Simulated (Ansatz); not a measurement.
**Phosphorus, simple cubic under PBE: from relaxation to bulk modulus**

What does PBE give for phosphorus in the simple cubic structure? We relax it, solve it on a dense k-mesh, switch on spin-orbit coupling, then scale the cell to 7 volumes from 88 to 112 % of the relaxed one and try a fit of the equation of state. The k-meshes are 12×12×12 for the relaxation; 21×21×21 for the dense run; 13×13×13 for spin-orbit coupling; 14×14×14 for the volumes.

Computed with Ansatz 0.2.0 (DFT PBE, plane waves (420 eV) with PAW, scalar-relativistic, unless a step says otherwise).

**1. The system as given**

It takes space group Pm-3m (No. 221, cubic). The conventional cell has a = 2.543 Å, b = 2.543 Å, c = 2.543 Å, α = 90.00°, β = 90.00°, γ = 90.00°. P (site symmetry m-3m) is surrounded by 6 P at 2.54 Å.

Coordinates:

```cif
data_structure
_symmetry_space_group_name_H-M 'Pm-3m'
_symmetry_Int_Tables_number 221
_cell_length_a 2.5428
_cell_length_b 2.5428
_cell_length_c 2.5428
_cell_angle_alpha 90.000
_cell_angle_beta 90.000
_cell_angle_gamma 90.000
_cell_volume 16.44
loop_
_atom_site_label
_atom_site_type_symbol
_atom_site_symmetry_multiplicity
_atom_site_Wyckoff_symbol
_atom_site_fract_x
_atom_site_fract_y
_atom_site_fract_z
_atom_site_occupancy
P1 P 1 a 0.00000 0.00000 0.00000 1
```

**2. Relaxing cell and atoms**

The input, input.yaml:

```yaml
crystal:
  lattice:
    - [2.5427581381, 0.0, 0.0]
    - [0.0, 2.5427581381, 0.0]
    - [0.0, 0.0, 2.5427581381]
  atoms:
    - { symbol: P, position: [0.0, 0.0, 0.0] }
hamiltonian:
  xc: pbe
  pseudopotentials:
    kind: paw
    azcp:
      P: "pseudopotentials/P.paw.azcp"
basis:
  ecutwfc: 420
  fft_grid_basis: typed
kpoints:
  mp_grid: { grid: [12, 12, 12], shift: [0, 0, 0] }
magnetization:
  spin_polarized: false
scf:
  occupations: { method: fermi_dirac, width: 0.1 }
relax:
  max_steps: 60
  f_tol: 0.01
  cell: {}
```

Run with:

```sh
ansatz run input.yaml --threads 1 --pin off --max-ram 3584MiB --backend cpu --events-out ev --progress --plain --runs-dir out
```

Further steps of the session: Dense single point; Spin-orbit coupling switched on; At 88 % of the relaxed volume; At 92 % of the relaxed volume; At 96 % of the relaxed volume; At 100 % of the relaxed volume; At 104 % of the relaxed volume; At 108 % of the relaxed volume; At 112 % of the relaxed volume.

**Question.** What will these runs give? Wanted: space group; conventional cell; volume; shortest distance; gap on the mesh; relative to black phosphorus; V₀, B₀, B₀′.

**Answer**, as computed:

| quantity | value |
| --- | --- |
| space group (spins left aside) | Pm-3m (No. 221) |
| conventional cell | a = 2.444 Å |
| volume | 14.592 Å³/atom |
| shortest distance | 2.444 Å |
| gap on the mesh | none (levels filled in part) |
| relative to black phosphorus | +86 meV/atom |
| V₀, B₀, B₀′ | 14.706 Å³/atom, 108 GPa, 4.8 |

What this shows: The relaxation shrank the cell by 11.2 % in volume. It lies 86 meV/atom above the element's reference form at the same level (black phosphorus, from a run of its own). Levels at the Fermi energy are filled in part, as in a metal. The total energy of the spin-orbit run (on a coarser mesh) lies 0 meV/atom from the scalar one; mesh and treatment of the core enter this figure, so it is no spin-orbit energy. B₀ comes out at 108 GPa. Relaxation kept the symmetry; phonons were not checked.
